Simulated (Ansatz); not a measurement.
# Al: the cost of one run

Method: DFT PBE, scalar-relativistic, plane waves, PAW, in Ansatz 0.2.0.

1 further run of the same task is left out (set aside as unsound or not needed).

### Step 1. The starting structure

The structure is cubic, space group Fm-3m (No. 225). Conventional cell: a = 4.041 Å, b = 4.041 Å, c = 4.041 Å, α = 90.00°, β = 90.00°, γ = 90.00°. Around Al (site symmetry m-3m) lie 12 Al at 2.86 Å.

Coordinates:

```xyz
1
Lattice="0.0000 2.0203 2.0203 2.0203 0.0000 2.0203 2.0203 2.0203 0.0000" Properties=species:S:1:pos:R:3 pbc="T T T"
Al    0.0000    0.0000    0.0000
```

It is the result of an earlier relaxation at this level (volume 16.49 Å³/atom; gap on the mesh: none (metal)).

### Step 2. The bulk in the cell of the plane

File input.yaml:

```yaml
crystal:
  lattice:
    - [4.040622237, 0.0, 0.0]
    - [-2.0203111185, 4.5175529967, 0.0]
    - [0.0, -2.710531798, 0.9035105993]
  atoms:
    - { symbol: Al, position: [0.0, 0.0, 0.0] }
basis:
  ecutwfc: 420
kpoints:
  mp_grid: { grid: [9, 8, 37] }
hamiltonian:
  xc: pbe
scf:
  occupations: { method: gaussian, width: 0.1 }
output:
  forces: true
  stress: true
  eigenvalues: true
```

Run with:

```console
ansatz run input.yaml --threads 1 --pin off --max-ram 2560MiB --backend cpu --events-out ev --progress --plain --runs-dir out
```

What time and memory should one allow on 1 thread of AMD EPYC 7R43 (Zen 3), shared host?

About 12 s, with a peak of 0.5 GiB.
